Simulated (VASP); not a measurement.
# PbSe: optical spectrum of independent particles, by functional and spin-orbit coupling

PbSe, Cmcm (no. 63), 4 atoms in the cell.

| Functional | Spin-orbit coupling | ε at zero frequency, electronic | Mean energy of the absorption, weighted by Im ε (eV) | Direct gap on the mesh (eV) | Time (s) |
|---|---|---|---|---|---|
| PBE | no | 16.77 | 4.13 | 1.43 | 18 |
| LDA | no | 18.19 | 3.99 | 1.35 | 14 |
| PBEsol | no | 17.56 | 4.05 | 1.39 | 20 |
| r2SCAN | no | 13.78 | 4.55 | 1.73 | 124 |
| TB-mBJ | no | 12.44 | 4.74 | 1.84 | 86 |
| SCAN | no | 15.15 | 4.35 | 1.63 | 144 |
| TB-mBJ | yes | 14.07 | 4.54 | 1.37 | 480 |

Limits: The 4×4×4 mesh is coarse for a spectrum: peaks stand apart that a denser mesh merges, and ε at zero frequency can be far too high; rows 1, 2, 3, 4, 5, 6: spin-orbit coupling is left out, which can matter with atoms this heavy; the pull between electron and hole is left out; rows 1, 2, 3, 4, 6: the onset follows the functional's gap, which semilocal functionals usually make too small; ε is the mean of a tensor that differs by direction.

## Input of the first row

INCAR:
```
  PREC = Accurate
  ENCUT = 280
  ISMEAR = 0
  SIGMA = 0.02
  EDIFF = 1E-7
  LASPH = T
  KPAR = 4
  LWAVE = T
  LCHARG = F
  LOPTICS = T
  ALGO = Normal
  NBANDS = 44
  NEDOS = 2000
  CSHIFT = 0.1
  GGA = PE
```

KPOINTS:
```
k-points
0
Gamma
  4 4 4
```

POSCAR:
```
PbSe
1.0
    2.1548765900     -6.1339473500      0.0000000000
    2.1548765900      6.1339473500      0.0000000000
    0.0000000000      0.0000000000      4.4504935700
Pb Se
2 2
Direct
    0.3682392700      0.6317607300      0.2500000000
    0.6317607300      0.3682392700      0.7500000000
    0.1387100400      0.8612899600      0.2500000000
    0.8612899600      0.1387100400      0.7500000000
```

Commands:
```
cat potpaw_PBE.64/Pb_d/POTCAR potpaw_PBE.64/Se/POTCAR > POTCAR
mpirun -np 4 vasp_std > vasp.out
```

Changes of row 6 against the first:
```
- GGA = PE
+ METAGGA = SCAN
+ LMIXTAU = True
```

VASP 6.6.1 took 18 s on 4 cores (AMD EPYC 7R43 (Zen 3)), a shared host.
